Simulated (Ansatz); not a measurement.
Gas-phase electronic energies from Ansatz, PBE0-D4/def2-TZVP geometries. CBS: MP2 limit from def2 TZ/QZ plus the TZ coupled-cluster correction, frozen cores. Functionals use def2-TZVPP. B3LYP here is the variant with VWN-RPA as its local correlation; programs differ in this. HSE06 is defined as in plane-wave codes. For Ge outer-core shells are correlated without core-valence functions, which leaves a few kJ/mol of doubt a bond. Scalar relativity is left out up to krypton. One conformer a species, not always the lowest.

Consider the substitution at a C–C bond: `C=CCC` + `[NH2][GeH2][Cl]` → `C[NH][GeH2][Cl]` + `C=CC`.

| level | ΔE (kJ/mol) | difference from CCSD(T)/CBS |
| --- | --- | --- |
| LDA (SPW92) | 34.7 | -2.9 |
| PBE-D4 | 34.1 | -3.5 |
| BLYP-D4 | 31.2 | -6.4 |
| r2SCAN-D4 | 36.5 | -1.1 |
| B97M-V | 37.9 | 0.3 |
| PBE0-D4 | 36.0 | -1.6 |
| B3LYP-D4 | 33.0 | -4.6 |
| r2SCANh-D4 | 37.0 | -0.6 |
| r2SCAN0-D4 | 37.7 | 0.1 |
| HSE06-D4 | 35.9 | -1.7 |
| BHLYP-D4 | 34.5 | -3.1 |
| CAM-B3LYP-D4 | 34.3 | -3.3 |
| ωB97X-V | 35.4 | -2.2 |
| ωB97M-V | 37.1 | -0.5 |
| B2PLYP | 36.2 | -1.4 |
| PBE-QIDH | 38.6 | 1.0 |
| PBE | 34.8 | -2.8 |
| revPBE | 34.7 | -2.9 |
| BLYP | 32.7 | -4.9 |
| r2SCAN | 36.7 | -0.9 |
| PBE0 | 36.7 | -0.9 |
| B3LYP | 34.4 | -3.2 |
| r2SCANh | 37.2 | -0.4 |
| r2SCAN0 | 37.9 | 0.3 |
| HSE06 | 36.7 | -0.9 |
| BHLYP | 36.0 | -1.6 |
| CAM-B3LYP | 35.1 | -2.5 |
| LC-ωPBE | 37.1 | -0.5 |
| RPA@PBE/def2-TZVPP | 34.8 | -2.8 |
| CCSD/def2-SVP | 31.2 | -6.4 |
| CCSD(T)/def2-SVP | 31.2 | -6.4 |
| HF/def2-TZVPP | 36.2 | -1.4 |
| MP2/def2-TZVPP | 39.6 | 2.0 |
| SCS-MP2/def2-TZVPP | 37.6 | 0.0 |
| CCSD(T)/def2-TZVPP | 37.3 | -0.3 |
| HF/def2-QZVPP | 36.1 | -1.5 |
| MP2/def2-QZVPP | 39.6 | 2.0 |
| HF/CBS(def2) | 36.1 | -1.5 |
| MP2/CBS(def2) | 39.8 | 2.2 |
| CCSD/CBS(def2) | 37.7 | 0.1 |
| CCSD(T)/CBS | 37.6 | 0 |

Largest T1 diagnostic among the species: 0.010.

From BLYP to BHLYP (50 % exact exchange), in def2-TZVPP and without D4, ΔE moves by +3.3 kJ/mol. At CCSD(T), def2-SVP lies −6.4 kJ/mol from the extrapolated value and def2-TZVPP −0.3 kJ/mol.

CCSD(T)/CBS has its own doubt, a few kJ/mol and more with outer-core shells, so smaller differences from it don't rank the levels.
